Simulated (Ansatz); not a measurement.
## LaAlO3 under load (space group Pm-3m): band-edge transport data

Given:

```
CELL_PARAMETERS angstrom
      3.75978     0.00000     0.00000
      0.00000     3.75978     0.00000
      0.00000     0.00000     3.75978
ATOMIC_POSITIONS crystal
  La 0.50000 0.50000 0.50000
  Al 0.00000 0.00000 0.00000
  O  0.00000 0.50000 0.00000
  O  0.50000 0.00000 0.00000
  O  0.00000 0.00000 0.50000
```

Level of theory: PBEsol with spin-orbit coupling, rigid bands (plane waves, PAW; Ansatz, a quantum-chemistry and plane-wave program). Condition of this run: hydrostatic pressure 2 GPa (the target of the relaxation). Cell: cell and atoms relaxed with PBEsol, then loaded as said.

```yaml
band_gap: 3.46 eV
electron conductivity mass (300 K, dilute): 0.56 mₑ
hole conductivity mass (300 K, dilute): 1.57 mₑ
effective density of states N_c (300 K): 2.1e19 cm⁻³
effective density of states N_v (300 K): 4.7e20 cm⁻³
density_of_states_mass_electrons: 0.90 mₑ
density_of_states_mass_holes: 7.0 mₑ
Seebeck coefficient, n-type 1e19 cm⁻³, 300 K: -279 μV/K
best n-type power factor at 300 K for τ = 10 fs (best axis; densities from 1e16 to 1e21 cm⁻³ tried, whether or not they can be reached): 5.9 μW/(cm·K²) at 1e20 cm⁻³
Seebeck coefficient, p-type 1e19 cm⁻³, 300 K: 558 μV/K
```

Rigid bands; masses and Seebeck coefficients take one relaxation time τ for all states and one kind of carrier; polarons and phonon drag are left out.

LaAlO3 under load (space group Pm-3m): a high-temperature phase held by its symmetry.
